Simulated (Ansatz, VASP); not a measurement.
## One calculation of TePb, two programs

```
Pb Te
1.0
     0.00000    3.25837    3.25837
     3.25837    0.00000    3.25837
     3.25837    3.25837    0.00000
Pb Te
1 1
Direct
  0.50000 0.50000 0.50000
  0.00000 0.00000 0.00000
```

Alike in both runs: task single point; functional PBE; k mesh 6 × 6 × 6; occupations gaussian, width 0.05 eV; non-collinear spin, spin-orbit coupling.

|  | VASP | Ansatz |
| --- | --- | --- |
| version | VASP 6.6.1 | Ansatz 0.2.0 |
| potentials or method | VASP PAW PBE potentials, release 64 (Pb_d, Te) | plane waves, PAW |
| plane-wave cutoff (eV) | 520 | 420 |
| valence electrons in the cell | 20 | 30 |

VASP gave:

```
gap on the k mesh at the Fermi level (eV) : 0.08
least direct gap on the mesh (eV)         : 0.08
pressure (GPa)                            : 0.9
net moment per atom (μB)                  : 0.00
```

Q: Estimate Ansatz's values.

A: gap on the k mesh at the Fermi level (eV): 0.04; least direct gap on the mesh (eV): 0.04; pressure (GPa): 0.8; net moment per atom (μB): 0.00.

With one functional, cell and mesh, what is left measures potentials, basis and numerics. The two sets of potentials don't hold the same shells in valence.
